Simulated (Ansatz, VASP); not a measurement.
CoO in VASP and in Ansatz

INCAR

```
PREC     = Accurate       # precision mode
ENCUT    = 520            # plane-wave cutoff, eV
EDIFF    = 1E-6           # SCF threshold, eV
ISMEAR   = -1             # smearing method
SIGMA    = 0.05           # smearing width, eV
LREAL    = F              # projectors in reciprocal space
LASPH    = T              # aspherical terms in the spheres
NELM     = 150            # most SCF steps
ALGO     = Normal         # electronic algorithm
ISIF     = 2              # what is computed and relaxed
LWAVE    = F              # write WAVECAR
LCHARG   = F              # write CHGCAR
ISPIN    = 2              # spin polarisation
MAGMOM   = 2 0            # initial moments
LORBIT   = 11             # projections on sites
LMAXMIX  = 4              # l up to which the mixer works
GGA      = PS             # functional
NBANDS   = 18             # bands
```

The input KPOINTS:

```
regular mesh
0
Gamma
  11 11 11
```

The input POSCAR:

```
CoO
1.0
    1.5154398320      0.8749395950      2.4560858334
   -1.5154398320      0.8749395950      2.4560858334
    0.0000000000     -1.7498791900      2.4560858334
Co O
1 1
Direct
    0.0000000000      0.0000000000      0.0000000000
    0.5000000000      0.5000000000      0.5000000000
```

The input input.yaml:

```yaml
crystal:
  lattice:
    - [1.515439832, 0.874939595, 2.4560858334]
    - [-1.515439832, 0.874939595, 2.4560858334]
    - [0.0, -1.74987919, 2.4560858334]
  atoms:
    - { symbol: Co, position: [0.0, 0.0, 0.0], spin: 2.0 }
    - { symbol: O, position: [0.5, 0.5, 0.5] }
kpoints:
  mp_grid: { grid: [11, 11, 11] }
scf:
  occupations: { method: fermi_dirac, width: 0.05 }
hamiltonian:
  xc: pbesol
  pseudopotentials: { kind: all_electron, lapw: { basis_error: 0.001 } }
magnetization:
  spin_polarized: true
output:
  forces: true
  stress: true
  eigenvalues: true
```

Change from the starting cell: volume scaled by 1.02.

Alike in both runs: task single point; functional PBEsol; k mesh 11 × 11 × 11; occupations fermi-dirac, width 0.05 eV; collinear spin.

```csv
,VASP,Ansatz
version,VASP 6.6.1,Ansatz 0.2.0
potentials or method,"VASP PAW PBE potentials, release 64 (Co, O)","all-electron LAPW, scalar-relativistic"
plane-wave cutoff (eV),520,see its input
```

|  | VASP | Ansatz | Ansatz less VASP |
| --- | --- | --- | --- |
| gap on the k mesh at the Fermi level (eV) | none | none | - |
| pressure (GPa) | -12.9 | -12.2 | +0.75 |
| largest component of the traceless stress (GPa) | 0.15 | 0.18 | +0.029 |
| net moment per atom (μB) | 1.47 | 1.48 | +0.009 |
| size of the moment on the site where the two differ most (μB) | 2.58 | 2.61 | +0.030 |

Site moments also hang on the region over which each program counts them. A gap of «none» marks a metal or a gap that the smearing closes. Ansatz ran all-electron here, so the differences hold the error of VASP's frozen core and of both bases.

Caveats: a cell with one magnetic atom can't hold antiferromagnetic order, which such compounds often take; semilocal functionals often make such compounds metallic where correlation or magnetic order opens a gap, which also shifts bond lengths; the PAW data sets were made with another functional, which shifts forces and pressure a little (VASP).
